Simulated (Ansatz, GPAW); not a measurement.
Given: the input of a run of Ansatz 0.2.0 on BP. 

input.yaml

```yaml
crystal:
  lattice:
    - [0.0, 2.269, 2.269]
    - [2.269, 0.0, 2.269]
    - [2.269, 2.269, 0.0]
  atoms:
    - { symbol: P, position: [0.75, 0.75, 0.75] }
    - { symbol: B, position: [0.0, 0.0, 0.0] }
kpoints:
  mp_grid: { grid: [10, 10, 10] }
scf:
  occupations: { method: gaussian, width: 0.024 }
hamiltonian:
  xc: pbe
  pseudopotentials: { kind: all_electron, lapw: { basis_error: 0.001 } }
output:
  forces: true
  stress: true
  eigenvalues: true
```

Potentials or basis: all-electron LAPW, scalar-relativistic.

The run is started by

```sh
$ ansatz run input.yaml --threads 1 --pin off --max-ram 3072MiB --backend cpu --events-out ev --progress --plain --runs-dir out
```

Set up the same calculation for GPAW 26.7.0 (ASE script). Potentials or basis there: GPAW PAW data sets (gpaw-data 1.2.1), cutoff 800 eV.

As run (cutoffs and basis follow the program's own potentials, and thresholds, step limits or extra output files can differ):

The input run.py:

```python
from ase.dft.bandgap import bandgap
from ase.io import read, write
from ase.units import GPa
from gpaw import GPAW, PW

atoms = read('BP.xyz')

calc = GPAW(mode=PW(800),
            xc='PBE',
            kpts={'size': (10, 10, 10), 'gamma': True},
            occupations={'name': 'methfessel-paxton', 'order': 0, 'width': 0.024},
            nbands=11,
            convergence={'density': 1e-05, 'energy': 1e-05},
            maxiter=150,
            txt='gpaw.txt')
atoms.calc = calc
energy = atoms.get_potential_energy()
forces = atoms.get_forces()
stress = atoms.get_stress()
calc.write('gs.gpw')
write('result.traj', atoms)
print(f'Energy: {energy:.6f} eV')
print('Forces (eV/A):')
print(forces.round(4))
print('Stress (GPa):', (stress / GPa).round(3))
print('Fermi level:', round(calc.get_fermi_level(), 4), 'eV')
print(f'Gap: {bandgap(calc)[0]:.4f} eV, direct: {bandgap(calc, direct=True)[0]:.4f} eV')
```

BP.xyz

```xyz
2
Lattice="0.0000000000 2.2690000000 2.2690000000 2.2690000000 0.0000000000 2.2690000000 2.2690000000 2.2690000000 0.0000000000" Properties=species:S:1:pos:R:3 pbc="T T T"
P      3.4035000000      3.4035000000      3.4035000000
B      0.0000000000      0.0000000000      0.0000000000
```

Potentials or basis: GPAW PAW data sets (gpaw-data 1.2.1), pw.

The run is started by

```sh
$ OMP_NUM_THREADS=1 python run.py
```

Both were run:

|  | Ansatz | GPAW |
| --- | --- | --- |
| Pressure | 1.1 GPa | 1.4 GPa |

Where Ansatz's input types no cutoff or centring, it takes its own default and a Γ-centred mesh.

Pressure is positive in compression.
